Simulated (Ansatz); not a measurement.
C2H6 on the (101) surface of WC, space group P-6m2 (No. 187) (top face towards +c; held atoms: 1, 2, 3, 4, 5, 6, 7, 8, 9, 10, 11, 12, 13, 14, 15, 16), one molecule per 44.0 Å². Starting structure (upright, lowest atom H over a hollow W-C site; the molecule's atoms stand last):

```
CELL_PARAMETERS angstrom
5.80381 0.00000 0.00000
-2.90191 7.57358 0.00000
0.00000 0.00000 26.22506
ATOMIC_POSITIONS crystal
W 0.86011 0.72022 0.30505
W 0.86011 0.22022 0.30505
W 0.36011 0.72022 0.30505
W 0.36011 0.22022 0.30505
C 0.00346 0.00692 0.31700
C 0.00346 0.50692 0.31700
C 0.50346 0.00692 0.31700
C 0.50346 0.50692 0.31700
W 0.72022 0.44044 0.37674
W 0.72022 0.94044 0.37674
W 0.22022 0.44044 0.37674
W 0.22022 0.94044 0.37674
C 0.86357 0.72714 0.38868
C 0.86357 0.22714 0.38868
C 0.36357 0.72714 0.38868
C 0.36357 0.22714 0.38868
W 0.58073 0.16090 0.44919
W 0.58073 0.66090 0.44919
W 0.08073 0.16090 0.44919
W 0.08073 0.66090 0.44919
C 0.72314 0.44549 0.46018
C 0.72314 0.94549 0.46018
C 0.22314 0.44549 0.46018
C 0.22314 0.94549 0.46018
W 0.43814 0.87597 0.51982
W 0.43814 0.37597 0.51982
W 0.93814 0.87597 0.51982
W 0.93814 0.37597 0.51982
C 0.59078 0.18062 0.53074
C 0.59078 0.68062 0.53074
C 0.09078 0.18062 0.53074
C 0.09078 0.68062 0.53074
C 0.41432 0.14766 0.70026
C 0.41432 0.14766 0.64233
H 0.56418 0.26705 0.71461
H 0.44438 0.02814 0.71461
H 0.23441 0.14783 0.71461
H 0.38426 0.26720 0.62797
H 0.26446 0.02830 0.62797
H 0.59424 0.14751 0.62797
```

Computed with DFT PBE+D3(BJ), scalar-relativistic, plane waves, PAW in Ansatz 0.2.0. Cutoff 420 eV; k points 4×3×1 on the computed 40-atom cell (Γ-centred); Gaussian smearing, width 0.10 eV; no spin polarisation. The cell repeats along c with a dipole correction in the vacuum.

E_ads is per molecule, from the clean relaxed slab and the free relaxed molecule; negative means bound; no zero-point or thermal terms, forces under 0.04 eV/Å, and the free molecule is spin-polarised where open-shell. Heights count from the highest slab atom.

Q: What does it relax to?

A: E_ads = -0.57 eV; the molecule stays whole. Final structure after 45 steps:

```xyz
40
Lattice="5.8038 0.0000 0.0000 -2.9019 7.5736 0.0000 0.0000 0.0000 26.2251" Properties=species:S:1:pos:R:3 pbc="T T T"
W     2.9019    5.4546    8.0000
W     4.3529    1.6678    8.0000
W     0.0000    5.4546    8.0000
W     1.4510    1.6678    8.0000
C     0.0000    0.0524    8.3133
C    -1.4510    3.8392    8.3133
C     2.9019    0.0524    8.3133
C     1.4510    3.8392    8.3133
W     2.9019    3.3357    9.8799
W     1.4510    7.1225    9.8799
W     0.0000    3.3357    9.8799
W    -1.4510    7.1225    9.8799
C     2.9019    5.5071   10.1932
C     4.3529    1.7203   10.1932
C     0.0000    5.5071   10.1932
C     1.4510    1.7203   10.1932
W     2.9035    1.2208   11.7785
W     1.4526    5.0022   11.7820
W     0.0006    1.2200   11.7719
W    -1.4489    5.0026   11.7823
C     2.9035    3.3655   12.0822
C     1.4522    7.1584   12.0560
C     0.0024    3.3679   12.0793
C    -1.4492    7.1591   12.0561
W     0.0024    6.6473   13.6277
W     1.4465    2.8377   13.6384
W     2.9061    6.6462   13.6253
W     4.3542    2.8385   13.6387
C     2.9015    1.3286   13.9232
C     1.4524    5.1797   13.9134
C    -0.0009    1.3069   13.8881
C    -1.4458    5.1777   13.9170
C    -3.6813   10.6116   16.5549
C    -2.1669   10.4723   16.5045
H    -4.0128   11.6454   16.4139
H    -4.1005   10.2335   17.4982
H    -4.1673    9.9402   15.7969
H    -1.7444   11.1364   15.6997
H    -1.8428    9.4351   16.3670
H    -1.6822   10.8736   17.4067
```

Each end is the local minimum that its start leads to.